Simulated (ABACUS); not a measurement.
The system is Bi.

```xyz
1
Lattice="-1.9814 1.9814 1.9814 1.9814 -1.9814 1.9814 1.9814 1.9814 -1.9814" Properties=species:S:1:pos:R:3 pbc="T T T"
Bi    0.0000    0.0000    0.0000
```

This isn't the form of Bi at room conditions, which is rhombohedral.

Base run:

| Item | Value |
| --- | --- |
| Program | ABACUS 3.10.1 |
| Functional | RPBE |
| Potentials or basis | PseudoDojo NC SR 0.4.1 PBE standard |
| Cutoff | 898 eV |
| Density cutoff | 3592 eV |
| Basis | plane waves |
| k mesh | 7 × 7 × 7 |
| Occupations | fermi-dirac, width 0.05 eV |
| Spin | no spin polarisation |

Its results: band gap on the k mesh none (metal or under the smearing width); pressure 3.3 GPa.

Question: The run is repeated on the same cell with these changes: functional from RPBE to SOGGA; potentials or basis from PseudoDojo NC SR 0.4.1 PBE standard to SG15 ONCV 1.2 PBE. What comes out?

Answer: Band gap on the k mesh none (metal or under the smearing width); pressure -1.8 GPa.

Caveats: the potentials were made for another functional, which shifts forces and pressure; spin-orbit coupling is left out, which moves the levels of the heavy elements.
